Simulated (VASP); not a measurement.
# B (R-3m) in VASP: a series of runs

Runs on B. Level: PBE. Tasks: relaxation of cell and atoms.

Program: VASP 6.6.1. These are calculated values, not measurements. Logs are shortened: lines on timing, memory, paths and dates and some standing lists are left out, and cuts for length are marked.

### 1 Starting point

Symmetry: R-3m, No. 166, trigonal system. Conventional cell: a = 5.594 Å, b = 5.594 Å, c = 12.076 Å, α = 90.00°, β = 90.00°, γ = 120.00°. Around B (site symmetry -3m) lie 2 B at 1.44 Å. B (site symmetry m) is surrounded by 6 B at 1.60 to 1.80 Å. Around B (site symmetry m) lie 6 B at 1.71 to 1.81 Å. Around B (site symmetry 3m) lie 4 B at 1.44 to 1.60 Å.

### 2 Relaxation of cell and atoms, PBE

Input file INCAR:

```
ALGO = Normal
EDIFF = 1E-6
EDIFFG = -0.01
ENCUT = 520
GGA = PE
IBRION = 2
ISIF = 3
ISMEAR = 0
KPAR = 8
LASPH = True
LCHARG = False
LREAL = False
LWAVE = False
NELM = 120
NSW = 90
PREC = Accurate
SIGMA = 0.1
```

Input file KPOINTS:

```
k-points
0
Gamma
  6 6 6
```

Input file POSCAR:

```
B
1.0
    2.7970000000      1.6148487000      4.0252000000
   -2.7970000000      1.6148487000      4.0252000000
    0.0000000000     -3.2296974100      4.0252000000
B
15
Direct
    0.5000000000      0.5000000000      0.5000000000
    0.8039000000      0.3161000000      0.8039000000
    0.8039000000      0.8039000000      0.3161000000
    0.3161000000      0.8039000000      0.8039000000
    0.1961000000      0.6839000000      0.1961000000
    0.6839000000      0.1961000000      0.1961000000
    0.1961000000      0.1961000000      0.6839000000
    0.0060000000      0.3295000000      0.0060000000
    0.0060000000      0.0060000000      0.3295000000
    0.3295000000      0.0060000000      0.0060000000
    0.9940000000      0.6705000000      0.9940000000
    0.6705000000      0.9940000000      0.9940000000
    0.9940000000      0.9940000000      0.6705000000
    0.6192000000      0.6192000000      0.6192000000
    0.3808000000      0.3808000000      0.3808000000
```

Potentials or basis: VASP PAW PBE potentials, release 64 (B).

Launch:

```
> cat potpaw_PBE.64/B/POTCAR > POTCAR
> mpirun -np 8 vasp_std > vasp.out
```

OUTCAR:

```text
EDIFF = 1E-6
   EDIFFG = -0.01
   ENCUT = 520
   GGA = PE
   IBRION = 2
   ISIF = 3
   ISMEAR = 0
   LASPH = True
   LREAL = False
   NELM = 120
   NSW = 90
   PREC = Accurate

 ion  position               nearest neighbor table
   1  0.500  0.500  0.500-  14 1.44  15 1.44
   2  0.804  0.316  0.804-  14 1.60   7 1.76   6 1.76   8 1.79  12 1.80  13 1.80
   3  0.804  0.804  0.316-  14 1.60   6 1.76   5 1.76   9 1.79  12 1.80  11 1.80
   4  0.316  0.804  0.804-  14 1.60   7 1.76   5 1.76  10 1.79  11 1.80  13 1.80
   5  0.196  0.684  0.196-  15 1.60   3 1.76   4 1.76  11 1.79  10 1.80   9 1.80
   6  0.684  0.196  0.196-  15 1.60   3 1.76   2 1.76  12 1.79   8 1.80   9 1.80
   7  0.196  0.196  0.684-  15 1.60   4 1.76   2 1.76  13 1.79   8 1.80  10 1.80
   8  0.006  0.330  0.006-  11 1.71   2 1.79   6 1.80   7 1.80  10 1.81   9 1.81
   9  0.006  0.006  0.330-  13 1.71   3 1.79   6 1.80   5 1.80  10 1.81   8 1.81
  10  0.330  0.006  0.006-  12 1.71   4 1.79   5 1.80   7 1.80   8 1.81   9 1.81
  11  0.994  0.670  0.994-   8 1.71   5 1.79   4 1.80   3 1.80  12 1.81  13 1.81
  12  0.670  0.994  0.994-  10 1.71   6 1.79   2 1.80   3 1.80  11 1.81  13 1.81
  13  0.994  0.994  0.670-   9 1.71   7 1.79   2 1.80   4 1.80  11 1.81  12 1.81
  14  0.619  0.619  0.619-   1 1.44   3 1.60   2 1.60   4 1.60
  15  0.381  0.381  0.381-   1 1.44   7 1.60   6 1.60   5 1.60

  LATTYP: Found a trigonal (rhomboedric) cell.
 ALAT       =     5.1607344791
 COS(alpha) =     0.4125216070

  Lattice vectors:

 A1 = (   2.7970000000,   1.6148487000,   4.0252000000)
 A2 = (  -2.7970000000,   1.6148487000,   4.0252000000)
 A3 = (   0.0000000000,  -3.2296974100,   4.0252000000)

Analysis of symmetry for initial positions (statically):
=====================================================================
 Subroutine PRICEL returns:
 Original cell was already a primitive cell.

 Routine SETGRP: Setting up the symmetry group for a
 trigonal (rhombohedral) supercell.

 Subroutine GETGRP returns: Found 12 space group operations
 (whereof 12 operations were pure point group operations)
 out of a pool of 12 trial point group operations.

The static configuration has the point symmetry D_3d.

Analysis of symmetry for dynamics (positions and initial velocities):
=====================================================================
 Subroutine PRICEL returns:
 Original cell was already a primitive cell.

 Routine SETGRP: Setting up the symmetry group for a
 trigonal (rhombohedral) supercell.

 Subroutine GETGRP returns: Found 12 space group operations
 (whereof 12 operations were pure point group operations)
 out of a pool of 12 trial point group operations.

The dynamic configuration has the point symmetry D_3d.
[... 152 lines left out ...]
   AEXX    =    0.0000 exact exchange contribution
   IVDW    =     0    specifies the selected vdW correction
   LEPSILON=     F    determine dielectric tensor
   LRPA    =     F    only Hartree local field effects (RPA)
 conjugate gradient relaxation of ions
 non-spin polarized calculation
 Gauss-broadening in eV      SIGMA  =   0.10
  energy-cutoff  :      520.00
  volume of cell :      109.08
 maximum number of plane-waves:      2979
 NGX is ok and might be reduce to    40
   NGX = 19   NGY = 19   NGZ = 19

--------------------------------------- Ionic step        1  -------------------------------------------

 number of electron      45.0000000 magnetization

 Free energy of the ion-electron system (eV)
  ---------------------------------------------------
  ext. energy  EPLUGINS =         0.00000000
  ---------------------------------------------------
  free energy    TOTEN  =       -95.62394307 eV

  energy without entropy =      -95.60177054  energy(sigma->0) =      -95.61285680

------------------------ aborting loop because EDIFF is reached ----------------------------------------

  FORCE on cell =-STRESS in cart. coord.  units (eV):
  Direction    XX          YY          ZZ          XY          YZ          ZX
  --------------------------------------------------------------------------------------
  -------------------------------------------------------------------------------------
  Total       14.8798103     14.8798103     14.9213331      0.0000000     -0.0000000      0.0000000
  in kB      218.5470542    218.5470543    219.1569202      0.0000000     -0.0000002      0.0000000
  external PRESSURE =     218.7503429 kB  Pullay stress =       0.0000000 kB
[... 128 lines left out ...]
  FREE ENERGIE OF THE ION-ELECTRON SYSTEM (eV)
  ---------------------------------------------------
  free  energy   TOTEN  =       -97.1484937741 eV

  energy  without entropy=      -97.1276645434  energy(sigma->0) =      -97.13807916

[... ionic steps 4 to 10 ...]

--------------------------------------- Ionic step       11  -------------------------------------------

 number of electron      45.0000000 magnetization

------------------------ aborting loop because EDIFF is reached ----------------------------------------
[... 93 lines left out ...]
--------------------------------------- Ionic step       13  -------------------------------------------

 number of electron      45.0000001 magnetization

 Free energy of the ion-electron system (eV)
  ---------------------------------------------------
  ext. energy  EPLUGINS =         0.00000000
  ---------------------------------------------------
  free energy    TOTEN  =       -97.34488657 eV

  energy without entropy =      -97.32270588  energy(sigma->0) =      -97.33379622

 E-fermi :   4.1787     XC(G=0): -11.2380

 val. band max:        4.1522864479   @ k =  -0.1667   0.1667   0.1667
 cond. band min:       4.1866564109   @ k =   0.5000   0.5000   0.3333
 fundamental gap:      0.0343699630
 Fermi energy:         4.1787100405

 k-point     1 :       0.0000    0.0000    0.0000
  band No.  band energies     occupation
      1     -10.3516      2.00000
      2      -5.7326      2.00000
      3      -5.7326      2.00000
      4      -5.6216      2.00000
      5      -5.1920      2.00000
      6      -3.3836      2.00000
[... 781 lines left out ...]
     29       9.7085      0.00000
     30      10.5530      0.00000

 [... further k-points ...]

------------------------ aborting loop because EDIFF is reached ----------------------------------------

  FORCE on cell =-STRESS in cart. coord.  units (eV):
  Direction    XX          YY          ZZ          XY          YZ          ZX
  --------------------------------------------------------------------------------------
  -------------------------------------------------------------------------------------
  Total       -0.0440136     -0.0440136     -0.0179415      0.0000000      0.0000000      0.0000000
  in kB       -0.6025014     -0.6025014     -0.2456013      0.0000000      0.0000000      0.0000000
  external PRESSURE =      -0.4835347 kB  Pullay stress =       0.0000000 kB
[... 30 lines left out ...]
  FREE ENERGIE OF THE ION-ELECTRON SYSTEM (eV)
  ---------------------------------------------------
  free  energy   TOTEN  =       -97.3448865667 eV

  energy  without entropy=      -97.3227058827  energy(sigma->0) =      -97.33379622

 reached required accuracy - stopping structural energy minimisation
```

OSZICAR:

```text
N       E                     dE             d eps       ncg     rms          rms(c)
DAV:   1     0.118582590242E+03    0.11858E+03   -0.21066E+04  1920   0.136E+03
DAV:   2    -0.941390709945E+02   -0.21272E+03   -0.20598E+03  2558   0.253E+02
DAV:   3    -0.101792509121E+03   -0.76534E+01   -0.74999E+01  2304   0.454E+01
DAV:   4    -0.101905431011E+03   -0.11292E+00   -0.11237E+00  2300   0.588E+00
[... 102 lines left out ...]
DAV:   5    -0.973448732870E+02    0.31239E-06   -0.12446E-06  1182   0.642E-03
  12 F= -.97344873E+02 E0= -.97333769E+02  d E =-.980846E-04
       N       E                     dE             d eps       ncg     rms          rms(c)
DAV:   1    -0.973448900549E+02   -0.16455E-04   -0.14462E-03  1920   0.209E-01    0.108E-02
DAV:   2    -0.973448871970E+02    0.28579E-05   -0.32470E-05  2298   0.332E-02    0.529E-03
DAV:   3    -0.973448865667E+02    0.63027E-06   -0.51720E-06  2112   0.109E-02
  13 F= -.97344887E+02 E0= -.97333796E+02  d E =-.111364E-03
```

Wall time 2.5 min (8 MPI ranks of AMD EPYC 7R43 (Zen 3), shared host); peak memory 0.27 GiB.

What came out:

```yaml
Free_energy: -97.3449 eV
Relaxed_volume: 7.80 Å³/atom
Relaxed_cell: a = 5.224 Å, b = 5.224 Å, c = 5.224 Å, α = 67.56°, β = 67.56°, γ = 67.56°
Space_group_after_relaxing_to_0.05_Å: R-3m (No. 166)
Energy_gained_by_relaxing: 114.7 meV/atom
Ionic_steps: 13
Pressure_after_relaxing: 0.0 GPa
Largest_force_after_relaxing: 0.007 eV/Å
Band_gap_on_the_k_mesh: none (metal or under the smearing width)
```

Forces on the atoms (eV/Å):
```
B    0.000  0.000  0.000
B   -0.001  0.001 -0.004
B    0.000 -0.002 -0.004
B    0.001  0.001 -0.004
B    0.001 -0.001  0.004
B   -0.001 -0.001  0.004
B    0.000  0.002  0.004
B    0.006 -0.003 -0.002
B    0.000  0.007 -0.002
B   -0.006 -0.003 -0.002
B   -0.006  0.003  0.002
B    0.006  0.003  0.002
B    0.000 -0.007  0.002
B    0.000  0.000 -0.006
B    0.000  0.000  0.006
```

The path:
| step | energy change (eV) | largest force (eV/Å) | pressure (GPa) | volume (Å³) |
| --- | --- | --- | --- | --- |
| 1 | 0.0000 | 5.0460 | 21.88 | 109.08 |
| 2 | -1.0239 | 1.9596 | -12.50 | 125.52 |
| 3 | -1.5246 | 0.5071 | -2.04 | 118.90 |
| 4 | -1.6758 | 0.4518 | -1.27 | 118.62 |
| 5 | -1.6792 | 0.3563 | -1.43 | 118.66 |
| 6 | -1.7142 | 0.1920 | -0.35 | 117.54 |
| 7 | -1.7173 | 0.1897 | 0.12 | 117.08 |
| 8 | -1.7199 | 0.0708 | -0.03 | 117.02 |
| 9 | -1.7203 | 0.0300 | 0.01 | 117.04 |
| 10 | -1.7207 | 0.0249 | 0.00 | 117.04 |
| 11 | -1.7208 | 0.0249 | 0.00 | 117.04 |
| 12 | -1.7209 | 0.0143 | -0.06 | 117.04 |
| 13 | -1.7209 | 0.0069 | -0.05 | 117.04 |

Final structure:
```cif
data_structure
_symmetry_space_group_name_H-M 'P 1'
_symmetry_Int_Tables_number 1
_cell_length_a 5.2239
_cell_length_b 5.2239
_cell_length_c 5.2239
_cell_angle_alpha 67.558
_cell_angle_beta 67.558
_cell_angle_gamma 67.558
_cell_volume 117.04
loop_
_atom_site_label
_atom_site_type_symbol
_atom_site_fract_x
_atom_site_fract_y
_atom_site_fract_z
_atom_site_occupancy
B1 B 0.50000 0.50000 0.50000 1
B2 B 0.80689 0.30111 0.80689 1
B3 B 0.80689 0.80689 0.30111 1
B4 B 0.30111 0.80689 0.80689 1
B5 B 0.19311 0.69889 0.19311 1
B6 B 0.69889 0.19311 0.19311 1
B7 B 0.19311 0.19311 0.69889 1
B8 B 0.00584 0.33073 0.00584 1
B9 B 0.00584 0.00584 0.33073 1
B10 B 0.33073 0.00584 0.00584 1
B11 B 0.99416 0.66927 0.99416 1
B12 B 0.66927 0.99416 0.99416 1
B13 B 0.99416 0.99416 0.66927 1
B14 B 0.63456 0.63456 0.63456 1
B15 B 0.36544 0.36544 0.36544 1
```

Levels at points of the mesh, in eV from the Fermi level:
| k point | band 19 | band 20 | band 21 | band 22 | band 23 | band 24 | band 25 | band 26 | band 27 | band 28 |
| --- | --- | --- | --- | --- | --- | --- | --- | --- | --- | --- |
| (0.00, 0.00, 0.00) | -0.43 | -0.29 | -0.29 | 0.43 | 0.43 | 1.27 | 5.11 | 5.11 | 5.64 | 5.64 |
| (0.50, 0.00, 0.00) | -1.38 | -1.00 | -0.84 | -0.40 | -0.23 | 0.05 | 3.22 | 3.69 | 4.79 | 6.07 |
| (0.50, 0.50, 0.00) | -1.44 | -1.17 | -0.98 | -0.65 | 0.21 | 1.14 | 3.43 | 4.54 | 4.60 | 4.62 |
| (0.50, 0.50, 0.50) | -0.93 | -0.93 | -0.50 | -0.50 | -0.45 | 0.66 | 3.79 | 3.79 | 3.93 | 5.02 |

### 3 Relaxation of cell and atoms, PBE

This run uses another cell than the first one, of 7.80 Å³/atom, 1.073 times its volume.

Input file INCAR:

```
ALGO = Normal
EDIFF = 1E-7
EDIFFG = -0.005
ENCUT = 520
GGA = PE
IBRION = 2
ISIF = 3
ISMEAR = 0
KPAR = 8
LASPH = True
LCHARG = False
LREAL = False
LWAVE = False
NELM = 120
NSW = 60
POTIM = 0.3
PREC = Accurate
SIGMA = 0.1
```

KPOINTS is that of step 2.

Input file POSCAR:

```
B                                       
1.0
    2.9044415143      1.6768800872      4.0051901767
   -2.9044415143      1.6768800872      4.0051901767
   -0.0000000000     -3.3537601847      4.0051901767
  B             
    15
Direct
     0.5000000000000000    0.5000000000000000    0.5000000000000000
     0.8068876073315384    0.3011062752486705    0.8068876073315394
     0.8068876073315135    0.8068876073315135    0.3011062752483949
     0.3011062752486705    0.8068876073315384    0.8068876073315394
     0.1931123926684616    0.6988937247513297    0.1931123926684606
     0.6988937247513297    0.1931123926684616    0.1931123926684606
     0.1931123926684866    0.1931123926684866    0.6988937247516050
     0.0058437934308251    0.3307287893646779    0.0058437934308098
     0.0058437934308294    0.0058437934308294    0.3307287893647060
     0.3307287893646779    0.0058437934308251    0.0058437934308098
     0.9941562065691748    0.6692712106353221    0.9941562065691901
     0.6692712106353221    0.9941562065691748    0.9941562065691901
     0.9941562065691707    0.9941562065691707    0.6692712106352940
     0.6345609947068852    0.6345609947068852    0.6345609947078051
     0.3654390052931148    0.3654390052931148    0.3654390052921945
```

Potentials or basis: VASP PAW PBE potentials, release 64 (B).

Launch:

```
> cat potpaw_PBE.64/B/POTCAR > POTCAR
> mpirun -np 8 vasp_std > vasp.out
```

Run time: 30 s. Hardware: 8 MPI ranks of AMD EPYC 7R43 (Zen 3), shared host; peak memory 0.26 GiB.

It converged, with:

```
Free energy                            : -97.3496 eV
Relaxed volume                         : 7.80 Å³/atom
Relaxed cell                           : a = 5.223 Å, b = 5.223 Å, c = 5.223 Å, α = 67.55°, β = 67.55°, γ = 67.55°
Space group after relaxing (to 0.05 Å) : R-3m (No. 166)
Energy gained by relaxing              : 0.0 meV/atom
Ionic steps                            : 2
Pressure after relaxing                : 0.0 GPa
Band gap on the k mesh                 : none (metal or under the smearing width)
```

Forces on the atoms (eV/Å):
```
B    0.000  0.000  0.000
B   -0.002  0.001 -0.002
B    0.000 -0.002 -0.002
B    0.002  0.001 -0.002
B    0.002 -0.001  0.002
B   -0.002 -0.001  0.002
B    0.000  0.002  0.002
B    0.001 -0.001  0.002
B    0.000  0.002  0.002
B   -0.001 -0.001  0.002
B   -0.001  0.001 -0.002
B    0.001  0.001 -0.002
B    0.000 -0.002 -0.002
B    0.000  0.000 -0.001
B    0.000  0.000  0.001
```

Final structure:
```
B
1.0
     2.90408    1.67667    4.00497
    -2.90408    1.67667    4.00497
     0.00000   -3.35334    4.00497
B
15
Cartesian
  0.0000 0.0000 6.0075
  1.4688 -0.8480 7.6690
  0.0000 1.6960 7.6690
  -1.4688 -0.8480 7.6690
  -1.4688 0.8480 4.3460
  1.4688 0.8480 4.3460
  0.0000 -1.6960 4.3460
  -0.9433 0.5446 1.3713
  0.0000 -1.0893 1.3713
  0.9433 0.5446 1.3713
  0.9433 -0.5446 10.6436
  -0.9433 -0.5446 10.6436
  0.0000 1.0893 10.6436
  0.0000 0.0000 7.6241
  0.0000 0.0000 4.3909
```

Levels at points of the mesh, in eV from the Fermi level:
| k point | band 19 | band 20 | band 21 | band 22 | band 23 | band 24 | band 25 | band 26 | band 27 | band 28 |
| --- | --- | --- | --- | --- | --- | --- | --- | --- | --- | --- |
| (0.00, 0.00, 0.00) | -0.43 | -0.29 | -0.29 | 0.43 | 0.43 | 1.27 | 5.11 | 5.11 | 5.64 | 5.64 |
| (0.50, 0.00, 0.00) | -1.38 | -1.00 | -0.84 | -0.40 | -0.23 | 0.05 | 3.22 | 3.69 | 4.79 | 6.07 |
| (0.50, 0.50, 0.00) | -1.44 | -1.17 | -0.98 | -0.65 | 0.21 | 1.14 | 3.44 | 4.54 | 4.60 | 4.62 |
| (0.50, 0.50, 0.50) | -0.93 | -0.93 | -0.51 | -0.51 | -0.45 | 0.66 | 3.79 | 3.79 | 3.94 | 5.03 |
